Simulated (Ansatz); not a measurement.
# Does Al3GaN4 in Pm form from AlN and GaN?

Plane-wave DFT in Ansatz with scalar-relativistic PAW potentials, cutoff 420 eV, Γ-centred meshes chosen by cell and gap, Gaussian smearing with energies taken to zero width. Every cell was relaxed (cell and atoms) in a run of its own, within the symmetry of its start. Functional: PBEsol.

The ternary relaxed to Pm, 8 atoms in the computed cell, a = 5.043 Å, b = 3.130 Å, c = 5.418 Å, β = 90.0°; sites (symmetry × multiplicity) Al m × 1 + m × 1 + m × 1, Ga m × 1, N m × 1 + m × 1 + m × 1 + m × 1.

Total energies hold large constants for each element; a whole number of eV per atom of each element is taken off below, which cancels in a balanced reaction.

| compound | lowest structure computed | structures tried | V (Å³/atom) | gap on mesh (eV) | E (eV per formula unit, common shift removed) |
| --- | --- | --- | --- | --- | --- |
| Al3GaN4 | Pm | 2 | 10.69 | 3.48 | -10.6876 |
| AlN | P6_3mc | 3 | 10.46 | 4.09 | -2.9583 |
| GaN | P6_3mc | 2 | 11.37 | 1.88 | -1.8471 |

Task: Balance the reaction and work out its energy at 0 K.

Result: The balance is 3 AlN + GaN → Al3GaN4. ΔE = 0.034 eV per formula unit, 4.3 meV/atom, and the volume changes by 0.0 %. This form of the ternary lies above these binaries, so at 0 K it is at best metastable, by at least this much: a few tens of meV per atom are within reach of entropy at synthesis temperatures (k_BT is 86 meV at 1000 K), though mixing entropy favours a disordered solid solution, not this ordered cell. Against the elements it is bound by 1.24 eV/atom, many times the size of this reaction energy: the binaries together are bound more strongly still, and stability is decided by the small difference. A lower form of a binary that wasn't tried would raise the value, and a lower form of the ternary would lower it.